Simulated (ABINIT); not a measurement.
# LiBr (Fm-3m): G0W0 with and without spin-orbit coupling, part 2 of 2

Wanted: the effect of spin-orbit coupling on the quasiparticle gap of LiBr (Fm-3m).

ABINIT 10.8.3; PBE and many-body steps on it, plane waves. Known limits of the many-body steps: not at the basis limit; screening head approximate; no spin-orbit coupling in some runs; coarse k mesh.

So far. Step 4 (Scalar-relativistic): The gap on the mesh goes from 4.94 eV to 7.03 eV, a correction of +2.09 eV. Step 5 (Empty states on the mesh, 4×4×4 mesh, 186 bands): On this mesh the gap is 4.761 eV.

## 6. Screening, 4×4×4 mesh, 170 bands, screening to 149.7 eV

This step: RPA screening on PBE with spin-orbit coupling, plane waves, norm-conserving pseudopotentials.

Contents of run.abi:

```
acell 3*1.0 Angstrom
rprim 
  0.000000000000 2.750650000000 2.750650000000
  2.750650000000 0.000000000000 2.750650000000
  2.750650000000 2.750650000000 0.000000000000
ntypat 2
znucl 3 35
natom 2
typat 1 2
xred 
  0.000000000000 0.000000000000 0.000000000000
  0.500000000000 0.500000000000 0.500000000000
pp_dirpath "pseudos"
pseudos "Li.upf, Br.upf"
ecut 33
nspinor 2
ngkpt 4 4 4
nshiftk 1
shiftk 0 0 0
kptopt 1
chksymbreak 0
istwfk *1
occopt 1
irdwfk 1
optdriver 3
nband 170
ecuteps 5.5
inclvkb 0
awtr 1
symchi 1
indata_prefix "in"
outdata_prefix "out"
tmpdata_prefix "tmp"
```

The run is started by

```console
OMP_NUM_THREADS=1 mpirun -n 4 abinit run.abi > log
```

Numbers of over 12 decimals in the logs are rounded to 6 here.

The program printed:

```text
.Version 10.8.3 of ABINIT. v10.8.2 released Aug 2026.

 Symmetries : space group Fm -3 m (#225); Bravais cF (face-center cubic)
[... echo of the input left out ...]
== DATASET  1 ==================================================================
-   mpi_nproc: 4, omp_nthreads: 1 (-1 if OMP is not activated)

--- !DatasetInfo
iteration_state: {dtset: 1, }
dimensions: {natom: 2, nkpt: 8, mband: 170, nsppol: 1, nspinor: 2, nspden: 1, mpw: 2637, }
cutoff_energies: {ecut:  33.0, pawecutdg:  -1.0, }
electrons: {nelect:   1.00000000E+01, charge:   0.00000000E+00, occopt:   1.00000000E+00, tsmear:   1.00000000E-02, }

 SCREENING: Calculation of the susceptibility and dielectric matrices

 Based on a program developped by R.W. Godby, V. Olevano, G. Onida, and L. Reining.
 Incorporated in ABINIT by V. Olevano, G.-M. Rignanese, and M. Torrent.
.Using double precision arithmetic ; gwpc =  8

[... cell and pseudopotentials left out ...]
--------------------------------------------------------------------------------

 ==== K-mesh for the wavefunctions ====
 Number of points in the irreducible wedge :     8
[... list of points left out ...]
 Together with 48 symmetry operations and time-reversal symmetry
 yields    64 points in the full Brillouin Zone.

 ==== Q-mesh for the screening function ====
 Number of points in the irreducible wedge :     8
[... list of points left out ...]
 Together with 48 symmetry operations and time-reversal symmetry
 yields    64 points in the full Brillouin Zone.

 setmesh: FFT mesh size selected  =    27x   27x   27
          total number of points  =        19683

 vcoul_init : cutoff-mode = AUXILIARY_FUNCTION
 q-points for optical limit:   1
     1)      0.000010    0.000020    0.000030

- screening: taking advantage of time-reversal symmetry
- Maximum band index for partially occupied states nbvw = 10
- Remaining bands to be divided among processors   nbcw = 160
- Number of bands treated by each node ~40

 Number of electrons calculated from density =   10.0000; Expected =   10.0000
 average of density, n =  0.035601
 r_s =    1.8857
 omega_plasma =   18.2008 [eV]

 calculating chi0 at frequencies [eV] :
  1    0.000000E+00    0.000000E+00
  2    0.000000E+00    1.820075E+01

--------------------------------------------------------------------------------
  q-point number  1        q = ( 0.000000, 0.000000, 0.000000) [r.l.u.]
--------------------------------------------------------------------------------
[... chi0 elements left out ...]
 For q-point:  0.000010 0.000020 0.000030
  dielectric constant =   3.2315
  dielectric constant without local fields =   3.8107

  Average fulfillment of the sum rule on Im[epsilon] for q-point    1 :     83.84  [%]
[... wings left out ...]
  q-point number  2        q = ( 0.250000, 0.000000, 0.000000) [r.l.u.]
--------------------------------------------------------------------------------
[... chi0 elements left out ...]
  Average fulfillment of the sum rule on Im[epsilon] for q-point    2 :     92.41  [%]

 [... 6 further q-points ...]
```

It took 68 s on 4 MPI ranks of Arm Neoverse V1, shared host; peak memory 1.4 GiB.

This step gave:

* ε∞ with local fields, on this mesh, along the program's q direction: 3.232
* the same without local fields: 3.811
* plasma frequency: 18.20 eV
* plane waves in the screening matrix: 169

## 7. With spin-orbit coupling

This step: G0W0 on PBE with spin-orbit coupling, plane waves, norm-conserving pseudopotentials.

Changes to run.abi since step 6:

```diff
@@ -24,8 +24,15 @@
 irdwfk 1
-optdriver 3
+optdriver 4
 nband 170
+gwcalctyp 0
+ecutsigx 33
+symsigma 0
+nkptgw 1
+kptgw 
+  0.0000000000 0.0000000000 0.0000000000
+bdgw 
+  7 16
 ecuteps 5.5
-inclvkb 0
-awtr 1
-symchi 1
+irdscr 1
+ppmodel 1
 indata_prefix "in"
```

The program printed:

```text
.Version 10.8.3 of ABINIT. v10.8.2 released Aug 2026.

 Symmetries : space group Fm -3 m (#225); Bravais cF (face-center cubic)
[... echo of the input left out ...]
== DATASET  1 ==================================================================
-   mpi_nproc: 4, omp_nthreads: 1 (-1 if OMP is not activated)

--- !DatasetInfo
iteration_state: {dtset: 1, }
dimensions: {natom: 2, nkpt: 8, mband: 170, nsppol: 1, nspinor: 2, nspden: 1, mpw: 2637, }
cutoff_energies: {ecut:  33.0, pawecutdg:  -1.0, }
electrons: {nelect:   1.00000000E+01, charge:   0.00000000E+00, occopt:   1.00000000E+00, tsmear:   1.00000000E-02, }

 SIGMA: Calculation of the GW corrections

 Based on a program developped by R.W. Godby, V. Olevano, G. Onida, and L. Reining.
 Incorporated in ABINIT by V. Olevano, G.-M. Rignanese, and M. Torrent.
.Using double precision arithmetic ; gwpc =  8

[... cell and pseudopotentials left out ...]
--------------------------------------------------------------------------------

 ==== K-mesh for the wavefunctions ====
 Number of points in the irreducible wedge :     8
[... list of points left out ...]
 Together with 48 symmetry operations and time-reversal symmetry
 yields    64 points in the full Brillouin Zone.

 ==== Q-mesh for screening function ====
 Number of points in the irreducible wedge :     8
[... list of points left out ...]
 Together with 48 symmetry operations and time-reversal symmetry
 yields    64 points in the full Brillouin Zone.

 vcoul_init : cutoff-mode = AUXILIARY_FUNCTION
 q-points for optical limit:   1
     1)      0.000010    0.000020    0.000030
 setmesh: FFT mesh size selected  =    40x   40x   40
          total number of points  =        64000

 Number of electrons calculated from density =   10.0000; Expected =   10.0000
[...]
number of symmetry operations                      48
 number of k-points in BZ                           64
 number of q-points in BZ                           64
 number of frequencies for dSigma/dE                 9
 frequency step for dSigma/dE [eV]                0.25
 number of omega for Sigma on real axis              0
 max omega for Sigma on real axis  [eV]           0.00
 zcut for avoiding poles [eV]                     0.10

 EPSILON^-1 parameters (SCR file):
 dimension of the eps^-1 matrix on file            169
 dimension of the eps^-1 matrix used               169
 number of plane-waves for wavefunctions          2637
 number of bands                                   170
 number of q-points in IBZ                           8
 number of frequencies                               2
 number of real frequencies                          1
 number of imag frequencies                          1

 matrix elements of self-energy operator (all in [eV])

 Perturbative Calculation

--- !SelfEnergy_ee
iteration_state: {dtset: 1, }
kpoint     : [   0.000,    0.000,    0.000, ]
spin       : 1
KS_gap     :    4.761
QP_gap     :    6.858
Delta_QP_KS:    2.097
data: !SigmaeeData |
     Band     E0 <VxcDFT>   SigX SigC(E0)      Z dSigC/dE  Sig(E)    E-E0       E
        7   0.801 -13.152 -16.659   1.807   0.807  -0.239 -14.525  -1.373  -0.572
        8   0.801 -13.152 -16.669   1.809   0.807  -0.239 -14.531  -1.379  -0.578
        9   0.801 -13.152 -16.651   1.804   0.807  -0.239 -14.520  -1.369  -0.568
[...]
15  11.135  -8.414  -3.719  -3.637   0.833  -0.201  -7.533   0.881  12.016
       16  11.135  -8.414  -3.721  -3.635   0.833  -0.201  -7.534   0.880  12.016

== END DATASET(S) ==============================================================
================================================================================

 -outvars: echo values of variables after computation  --------
           etotal      0.0000000000E+00
            nband         170
             nkpt           8
          spgroup         225
 [... the other variables as echoed above ...]

 Calculation completed.
```

The job ended after 98 s (4 MPI ranks; peak memory 1.3 GiB; 6.5 min of CPU time).

Numbers from this step:

* G0W0 gap on the points computed: 6.853 eV
* starting gap on the mesh: 4.761 eV
* k of the valence top: 0, 0, 0
* k of the conduction bottom: 0, 0, 0
* Z at the valence top: 0.807
* Z at the conduction bottom: 0.84
* least direct G0W0 gap on the computed points: 6.853 eV

Against G0W0 in ABINIT (4×4×4 mesh, 85 bands, screening to 149.7 eV, Godby-Needs plasmon pole), the gap moves by −0.177 eV.

## 8. The runs together

Times are wall times on 4 MPI ranks of Arm Neoverse V1, shared host, good to a factor of about two. A run's time includes the screening step that it read.

```tsv
run	mesh	bands	screening cutoff (eV)	DFT gap (eV)	gap on the mesh (eV)	direct (eV)	ε∞ used	time
scalar-relativistic	4×4×4	85	149.7	4.938	7.030	7.030	3.22	13 s
with spin-orbit coupling	4×4×4	170	149.7	4.761	6.853	6.853	3.23	2.8 min
```

## 9. What came out

- scalar-relativistic: 7.030 eV
- with spin-orbit coupling: 6.853 eV
- known limits: not at the basis limit; screening head approximate; no spin-orbit coupling in some runs; coarse k mesh

**Reading.** With spin-orbit coupling: −0.177 eV against scalar-relativistic, −0.177 eV of it in the start. Bands and cutoff are finite, so the gap is not at the basis limit. The miss can reach some tenths of an eV and take either sign; the mesh is an error of its own. In the G0W0 runs levels were corrected at 1 k point alone, so a gap called «on the mesh» is the least over those, and an edge elsewhere would be missed. The 4×4×4 mesh is coarse for this cell, which bears on the long-range parts of exchange and screening. The long-wavelength limit of the screening leaves out the non-local commutator, which shifts ε∞.

[Paths, hosts, dates, memory and timing lines, banners, echoed tables and standing remarks are left out of the program output.]

[Logs are printed without paths, hosts, clocks, repeated set-up lines and the standing remarks that a program may print on its own settings, such as how far it seeks lower states.]

[Runs of the session that timed out or met a known fault of the program may be left out.]

[Hosts, paths, dates, database ids (printed as entryN), source tags and the programs' standing remarks are cut or masked in the printed files.]

[G0W0 gaps are taken among the corrected bands and points alone; a level outside them can change the order at an edge.]

[Where Ansatz stands beside ABINIT at settings called matched, ABINIT's density can come from a denser mesh and the files from another edition; pairs whose starting gaps differed by over 0.03 eV were left out, so agreement reads better than it is.]
